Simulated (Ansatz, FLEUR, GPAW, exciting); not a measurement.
# MgO: 5 runs at one level of theory

```
Mg O
1.0
     0.00000    2.09700    2.09700
     2.09700    0.00000    2.09700
     2.09700    2.09700    0.00000
Mg O
1 1
Cartesian
  0.0000 0.0000 0.0000
  2.0970 2.0970 2.0970
```

The cell is a database's computed one, not the measured one.

Alike in all runs: task band structure; functional RPBE; k mesh 11 × 11 × 11; occupations fermi-dirac, width 0.05 eV; no spin polarisation; no spin-orbit coupling. Pressure is positive in compression and, in plane waves, holds the error of the finite cutoff, which Ansatz's Pulay term estimates and takes out. Gaps are the smaller of the mesh's and the band path's.

| program and potentials | plane-wave cutoff (eV) | notes | band gap (eV) | pressure (GPa) |
| --- | --- | --- | --- | --- |
| Ansatz, Ansatz PAW | 420 | potentials made for PBE, which Ansatz adapts in part; Pulay term of +0.52 GPa included | 4.98 | 11.95 |
| Ansatz, all-electron LAPW, scalar-relativistic | - | - | 4.97 | 11.89 |
| exciting, all-electron LAPW+lo, shipped species files, valence relativity iora* | - | - | 4.99 | - |
| GPAW, the program's PAW data sets (release 1.2.1) made for this functional | 800 | - | 5.00 | 12.14 |
| FLEUR, all-electron, FLAPW | - | - | 5.09 | - |

The band gap spans 4.97 (Ansatz, all-electron LAPW, scalar-relativistic) to 5.09 eV (FLEUR, all-electron, FLAPW), with all-electron results at 4.97 to 5.09. The pressure spans 11.89 (Ansatz, all-electron LAPW, scalar-relativistic) to 12.14 GPa (GPAW, the program's PAW data sets (release 1.2.1) made for this functional), with all-electron results at 11.89. Some sets were made for another functional than the one run, which can shift their rows. The cell lies far from this level's equilibrium.

Differences between rows come from potentials, basis sets and numerical settings, since the functional is the same but for its coding. Runs on potential files found faulty are left out.
